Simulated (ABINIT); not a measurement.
# HfN (P1) in ABINIT: single point with PBEsol

Aim: the single point of HfN with PBEsol.

All numbers are computed with ABINIT 10.8.3 (patched build); they aren't measurements. Logs are shortened: lines on timing, memory, paths and dates and some standing lists are left out, and cuts for length are marked. The log counts tension as positive stress, the text compression.

### 1 Starting point

The typed cell holds 4 atoms: a = 3.195 Å, b = 3.195 Å, c = 5.533 Å, α = 73.22°, β = 73.22°, γ = 60.00°.

### 2 Single point, PBEsol

The input, run.abi:

```
pp_dirpath "./"
pseudos "Hf.GGA_PBE-ansatz.xml, N.GGA_PBE-ansatz.xml"

acell 6.0371239947 6.0371239947 10.4566054904
rprim
     0.0000000000    -0.7071067812    -0.7071067812
    -0.7071067812     0.0000000000    -0.7071067812
     0.4082482905     0.4082482905    -0.8164965809
ntypat 2
znucl 72 7
natom 4
typat 1 1 2 2
xred
     0.4816061000     0.5309418000     0.5017902700
     0.0183939000     0.9690582000     0.9982097300
     0.7589356900     0.7342945700     0.7622343900
     0.2410643100     0.2657054300     0.2377656100
chkprim 0
chksymtnons 0
tolsym 1.0e-6

ecut 14.0
pawecutdg 28.0
pawxcdev 0
pawovlp 30

kptopt 1
ngkpt 8 8 4
nshiftk 1
shiftk 0.0 0.0 0.0

ixc -116133

nband 38
occopt 3
tsmear 0.05 eV

nstep 100
tolvrs 1.0e-9

iomode 3
prtwf 0
prtden 0
prteig 0
prtebands 0
enunit 1
```

Potentials or basis: Ansatz PAW PBE default generated set, frozen core.

Run with:

```
abinit run.abi > log 2>&1
```

run.abo:

```text
[... set-up lines left out ...]
 ETOT  1  -634.47576819978    -6.345E+02 5.513E+00 3.100E+01
 ETOT  2  -638.43025365701    -3.954E+00 3.734E-01 2.110E+01
 ETOT  3  -638.26201611223     1.682E-01 2.244E-01 4.232E+00
 ETOT  4  -638.27416948798    -1.215E-02 6.444E-02 1.176E+00
 ETOT  5  -638.26205329199     1.212E-02 7.017E-02 6.432E-02
 ETOT  6  -638.26099650857     1.057E-03 3.995E-02 2.649E-02
 ETOT  7  -638.26204686688    -1.050E-03 2.891E-02 4.415E-02
 ETOT  8  -638.26214743458    -1.006E-04 2.989E-02 2.175E-02
 ETOT  9  -638.26208943821     5.800E-05 1.091E-02 5.889E-03
 ETOT 10  -638.26206050484     2.893E-05 6.267E-03 7.951E-04
[... 11 lines left out ...]
 ETOT 22  -638.26205939221    -2.455E-09 2.144E-03 3.387E-07
 ETOT 23  -638.26205938973     2.478E-09 4.012E-03 3.167E-08
 ETOT 24  -638.26205939048    -7.448E-10 1.813E-03 7.268E-09
 ETOT 25  -638.26205939052    -4.604E-11 3.112E-03 8.435E-09
 ETOT 26  -638.26205939096    -4.393E-10 1.285E-03 6.813E-09
 ETOT 27  -638.26205939088     8.549E-11 2.012E-03 3.951E-09
 ETOT 28  -638.26205939094    -6.230E-11 1.315E-03 4.690E-09
 ETOT 29  -638.26205939091     3.342E-11 1.128E-03 3.377E-09
 ETOT 30  -638.26205939088     3.126E-11 1.260E-03 2.161E-09
 ETOT 31  -638.26205939088    -1.478E-12 1.038E-03 6.728E-10

 At SCF step   31       nres2   =  6.73E-10 < tolvrs=  1.00E-09 =>converged.

 Cartesian components of stress tensor (hartree/bohr^3)
  sigma(1 1)=  4.83649153E-05  sigma(3 2)=  2.01896815E-05
  sigma(2 2)=  1.17409588E-04  sigma(3 1)=  2.00921940E-05
  sigma(3 3)=  1.16100395E-04  sigma(2 1)= -1.46797288E-05

--- !ResultsGS
iteration_state: {dtset: 1, }
comment   : Summary of ground state results
lattice_vectors:
- [  0.0000000,  -4.2688913,  -4.2688913, ]
- [ -4.2688913,   0.0000000,  -4.2688913, ]
- [  4.2688913,   4.2688913,  -8.5377826, ]
lattice_lengths: [   6.03712,    6.03712,   10.45661, ]
lattice_angles: [ 73.221,  73.221,  60.000, ] # degrees, (23, 13, 12)
lattice_volume:   3.1117542E+02
convergence: {deltae: -1.478E-12, res2:  6.728E-10, residm:  1.038E-03, diffor: null, }
etotal    :  -6.38262059E+02
entropy   :   0.00000000E+00
fermie    :   3.99705501E-01
cartesian_stress_tensor: # hartree/bohr^3
- [  4.83649153E-05,  -1.46797288E-05,   2.00921940E-05, ]
- [ -1.46797288E-05,   1.17409588E-04,   2.01896815E-05, ]
- [  2.00921940E-05,   2.01896815E-05,   1.16100395E-04, ]
pressure_GPa:  -2.7643E+00
xred      :
- [  4.8161E-01,   5.3094E-01,   5.0179E-01, Hf]
- [  1.8394E-02,   9.6906E-01,   9.9821E-01, Hf]
- [  7.5894E-01,   7.3429E-01,   7.6223E-01,  N]
- [  2.4106E-01,   2.6571E-01,   2.3777E-01,  N]
cartesian_forces: # hartree/bohr
- [  9.49069912E-03,  -9.28486007E-03,   6.59481657E-03, ]
- [ -1.38900395E-02,   7.98715317E-03,  -7.93733534E-03, ]
- [ -1.50628207E-02,  -6.39383006E-04,   1.06471152E-02, ]
- [  1.94621610E-02,   1.93708991E-03,  -9.30459639E-03, ]
force_length_stats: {min:   1.48247631E-02, max:   2.16587983E-02, mean:   1.82053666E-02, }
...

 Integrated electronic density in atomic spheres:
 ------------------------------------------------
[... 32 lines left out ...]
    4      0.01946216101534     0.00193708991108    -0.00930459638537
 frms,max,avg= 1.0603713E-02 1.9462161E-02   8.079E-08  3.571E-08  4.318E-08 h/b

 cartesian forces (eV/Angstrom) at end:
    1      0.48803137108786    -0.47744670140291     0.33911910298532
    2     -0.71425454786743     0.41071592934448    -0.40815419355959
    3     -0.77456138086515    -0.03287839612424     0.54749667406698
    4      1.00078455764471     0.09960916818267    -0.47846158349271
 frms,max,avg= 5.4526483E-01 1.0007846E+00   4.154E-06  1.836E-06  2.220E-06 e/A
 length scales=  6.037123994700  6.037123994700 10.456605490400 bohr
              =  3.194708435224  3.194708435224  5.533397325169 angstroms
 Fermi (or HOMO) energy (eV) =  10.87654   Average Vxc (eV)= -13.16455
 Eigenvalues (   eV  ) for nkpt= 132  k points:
 kpt#   1, nband= 38, wtk=  0.00391, kpt=  0.0000  0.0000  0.0000 (reduced coord)
 -51.75925  -51.66055  -21.13347  -20.24489  -20.24015  -20.16316  -20.14995  -20.13575
  -6.55150   -3.97289   -1.68766   -1.68611   -1.68087   -1.66035   -1.63075   -1.62941
  -1.58343   -1.54961   -1.54390   -1.54229   -1.49980   -1.49898   -1.47794   -1.36334
   1.99532    4.68388    4.70094    7.94994    7.96706    8.00428   10.43580   10.54171
  10.58032   12.56982   12.66032   12.82427   14.35983   14.59313
 prteigrs : prtvol=0 or 1, do not print more k-points.

--- !EnergyTerms
iteration_state     : {dtset: 1, }
comment             : Components of total free energy in Hartree
kinetic             :  4.09544492148344E+01
hartree             :  1.64973634189605E+02
xc                  : -2.63823131615412E+01
Ewald energy        : -4.09349888871648E+02
psp_core            :  2.91290313425115E+01
local_psp           : -3.76435933002217E+02
PAW spherical_terms : -6.11507012028880E+01
internal            : -6.38261721491343E+02
'-kT*entropy'       : -3.31707323878726E-04
total_energy        : -6.38262053198667E+02
total_energy_eV     : -1.73679952557418E+04
...

--- !EnergyTermsDC
iteration_state     : {dtset: 1, }
comment             : '"Double-counting" decomposition of free energy'
band_energy         : -1.60078083644614E+01
Ewald energy        : -4.09349888871648E+02
psp_core            :  2.91290313425115E+01
xc_dc               : -1.66039696039443E+02
PAW spherical_terms : -7.59933657505123E+01
internal            : -6.38261727683553E+02
'-kT*entropy'       : -3.31707323878726E-04
total_energy_dc     : -6.38262059390877E+02
total_energy_dc_eV  : -1.73679954242404E+04
...

--- !EnergyTermsWithPAWCore
iteration_state     : {dtset: 1, }
comment             : 'Components of total free energy, including PAW core contributions'
Total energy        : -2.78008656838143E+04
Total energy DC     : -2.78008656900065E+04
Total energy (eV)   : -7.56500094094910E+05
Total energy DC (eV): -7.56500094263408E+05
...

 Cartesian components of stress tensor (hartree/bohr^3)
  sigma(1 1)=  4.83649153E-05  sigma(3 2)=  2.01896815E-05
  sigma(2 2)=  1.17409588E-04  sigma(3 1)=  2.00921940E-05
  sigma(3 3)=  1.16100395E-04  sigma(2 1)= -1.46797288E-05

-Cartesian components of stress tensor (GPa)         [Pressure= -2.7643E+00 GPa]
- sigma(1 1)=  1.42294493E+00  sigma(3 2)=  5.94000936E-01
- sigma(2 2)=  3.45430935E+00  sigma(3 1)=  5.91132756E-01
- sigma(3 3)=  3.41579155E+00  sigma(2 1)= -4.31892533E-01

== END DATASET(S) ==============================================================
================================================================================

 -outvars: echo values of variables after computation  --------
            acell      6.0371239947E+00  6.0371239947E+00  1.0456605490E+01 Bohr
           etotal     -6.3826205939E+02
            fcart      9.4906991241E-03 -9.2848600710E-03  6.5948165719E-03
                      -1.3890039480E-02  7.9871531664E-03 -7.9373353370E-03
                      -1.5062820660E-02 -6.3938300647E-04  1.0647115150E-02
                       1.9462161015E-02  1.9370899111E-03 -9.3045963854E-03
            rprim      0.0000000000E+00 -7.0710678120E-01 -7.0710678120E-01
                      -7.0710678120E-01  0.0000000000E+00 -7.0710678120E-01
                       4.0824829050E-01  4.0824829050E-01 -8.1649658090E-01
           strten      4.8364915291E-05  1.1740958849E-04  1.1610039500E-04
                       2.0189681462E-05  2.0092193990E-05 -1.4679728810E-05
           xangst     -6.5853306149E-02  4.5596040077E-02 -4.5544341428E+00
                       6.5853306380E-02  2.2134039587E+00 -6.7405658493E+00
                       6.3116053456E-02  7.4517634125E-03 -6.8169821267E+00
                      -6.3116053302E-02 -7.4517632584E-03 -2.2190178671E+00
             xred      4.8160610000E-01  5.3094180000E-01  5.0179027000E-01
                       1.8393900000E-02  9.6905820000E-01  9.9820973000E-01
                       7.5893569000E-01  7.3429457000E-01  7.6223439000E-01
                       2.4106431000E-01  2.6570543000E-01  2.3776561000E-01
 Calculation completed.
```

Wall time 9.3 min (1 thread of Intel Xeon Platinum 8488C (Sapphire Rapids), shared host); peak memory 0.36 GiB.

Results:

```
Free energy            : -17367.9954 eV
Largest force          : 1.114 eV/Å
Band gap on the k mesh : none (metal or under the smearing width)
```

Forces on the atoms (eV/Å):
```
Hf   0.488 -0.477  0.339
Hf  -0.714  0.411 -0.408
N   -0.775 -0.033  0.547
N    1.001  0.100 -0.478
```

Caveat: the cutoff is too short for stress, so the log's stress isn't used; the PAW data sets were made with another functional, which shifts forces and pressure a little; the atomic spheres overlap. Spin-orbit coupling is left out, which matters for the levels of Hf.
